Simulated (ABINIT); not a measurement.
An input for ABINIT 10.8.3 (CaO (Lime)):

```
acell 3*1.0 Angstrom
rprim 
  -0.000000000000 2.406500000000 2.406500000000
  2.406500000000 -0.000000000000 2.406500000000
  2.406500000000 2.406500000000 -0.000000000000
ntypat 2
znucl 20 8
natom 2
typat 1 2
xred 
  0.000000000000 0.000000000000 0.000000000000
  0.500000000000 0.500000000000 0.500000000000
pp_dirpath "pseudos"
pseudos "Ca.upf, O.upf"
ecut 36
ngkpt 6 6 6
nshiftk 1
shiftk 0 0 0
kptopt 1
chksymbreak 0
istwfk *1
occopt 1
irdwfk 1
optdriver 3
nband 214
ecuteps 9.6
inclvkb 2
awtr 1
symchi 1
indata_prefix "in"
outdata_prefix "out"
tmpdata_prefix "tmp"
```

```sh
OMP_NUM_THREADS=1 mpirun -n 8 abinit run.abi > log
```

How long will it take on 8 MPI ranks of Arm Neoverse V2, shared host, and how much memory?

It took 1.9 min; on shared hardware allow 56 s to 3.8 min. Peak host memory was 2.4 GiB.

[Paths, hosts, dates, memory and timing lines, banners, echoed tables and standing remarks are left out of the program output.]

[Logs are printed without paths, hosts, clocks, repeated set-up lines and the standing remarks that a program may print on its own settings, such as how far it seeks lower states.]

[Runs of the session that timed out or met a known fault of the program may be left out.]

[Hosts, paths, dates, database ids (printed as entryN), source tags and the programs' standing remarks are cut or masked in the printed files.]

[G0W0 gaps are taken among the corrected bands and points alone; a level outside them can change the order at an edge.]

[Where Ansatz stands beside ABINIT at settings called matched, ABINIT's density can come from a denser mesh and the files from another edition; pairs whose starting gaps differed by over 0.03 eV were left out, so agreement reads better than it is.]
